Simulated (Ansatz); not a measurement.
Level of theory: DFT PBE, scalar-relativistic, plane waves, PAW (Ansatz). Settings: cutoff 420 eV, Γ-centred meshes spaced at most about 0.3 Å⁻¹ (2π included), Gaussian smearing. No spin polarisation in the final relaxations.

Temperature and zero-point effects are left out.

Two relaxed structures of NaH:

1.

```yaml
crystal:
  lattice:
    - [1.76296, 1.01785, 6.10570]
    - [-1.76296, 1.01785, 6.10570]
    - [0.00000, -2.03570, 6.10570]
  atoms:
    - { symbol: Na, position: [0.75801, 0.75801, 0.75801] }
    - { symbol: Na, position: [0.59366, 0.59366, 0.59366] }
    - { symbol: H, position: [0.98623, 0.98623, 0.98623] }
    - { symbol: H, position: [0.47647, 0.47647, 0.47647] }
```

2.

```yaml
crystal:
  lattice:
    - [3.96955, 0.00000, 0.00000]
    - [-1.98478, 3.43774, 0.00000]
    - [0.00000, 0.00000, 4.88153]
  atoms:
    - { symbol: Na, position: [0.33333, 0.66667, 0.25000] }
    - { symbol: Na, position: [0.66667, 0.33333, 0.75000] }
    - { symbol: H, position: [0.33333, 0.66667, 0.75000] }
    - { symbol: H, position: [0.66667, 0.33333, 0.25000] }
```

**Question.** Which is lower in energy, and by how much?

**Answer.** Cell 2 is lower, by 49 meV/atom. Cell 1 has space group R3m (No. 160), 16.4 Å³/atom and a gap of 3.26 eV on its mesh; cell 2 has space group P6_3/mmc (No. 194), 16.7 Å³/atom and a gap of 3.45 eV. Counting H atoms around Na (those within 1.25 times the shortest such distance or 1.15 times the sum of covalent radii; a plus sign parts nearer from farther groups; a slash parts the counts of unlike sites), cell 1 has Na 4/3+3 and cell 2 has Na 5. Both come from invented guesses. The part of the Crystallography Open Database at hand lists NaH in space group No. 225, which no cell shown has.

Kohn–Sham gaps at this level usually fall short of measured ones. With hydrogen, zero-point motion can shift such differences by 10 meV/atom or more. Cells relaxed within their symmetry can be saddle points. The P6_3/mmc cell of NaH came from shaking the R3m one.
